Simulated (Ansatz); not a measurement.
Here is an Ansatz 0.2.0 calculation.

File input.yaml:

```yaml
crystal:
  lattice:
    - [-2.3713723045, 2.3713723045, 1.3292653899]
    - [2.3713723045, -2.3713723045, 1.3292653899]
    - [2.3713723045, 2.3713723045, -1.3292653899]
  atoms:
    - { symbol: Si, position: [0.5, 0.5, 0.0] }
    - { symbol: Si, position: [0.25, 0.75, 0.5] }
kpoints:
  mp_grid: { grid: [11, 11, 11] }
  band_path:
    path:
      - [0.0, 0.0, 0.0]
      - [0.0, 0.0, 0.5]
      - [-0.5, 0.5, 0.5]
      - [0.0, 0.0, 0.0]
      - [0.3285532063, 0.3285532063, -0.3285532063]
      - [0.25, 0.25, 0.25]
      - [0.0, 0.5, 0.0]
      - [-0.3285532063, 0.6714467937, 0.3285532063]
    npoints: 12
scf:
  occupations: { method: fermi_dirac, width: 0.05 }
hamiltonian:
  xc: pbe
  pseudopotentials: { kind: all_electron, lapw: { basis_error: 0.001 } }
output:
  forces: true
  stress: true
  eigenvalues: true
```

Potentials or basis: all-electron LAPW, scalar-relativistic.

The run is started by

```sh
$ ansatz run input.yaml --threads 1 --pin off --max-ram 3072MiB --backend cpu --events-out ev --progress --plain --runs-dir out
```

Task: Predict the band gap along the path.

Result: None (metal or under the smearing width).

Task: Predict the pressure.

Result: 3.2 GPa.

Stress tensor (GPa, compression positive):
```
3.78 0.00 0.00
0.00 3.78 0.00
0.00 0.00 2.10
```
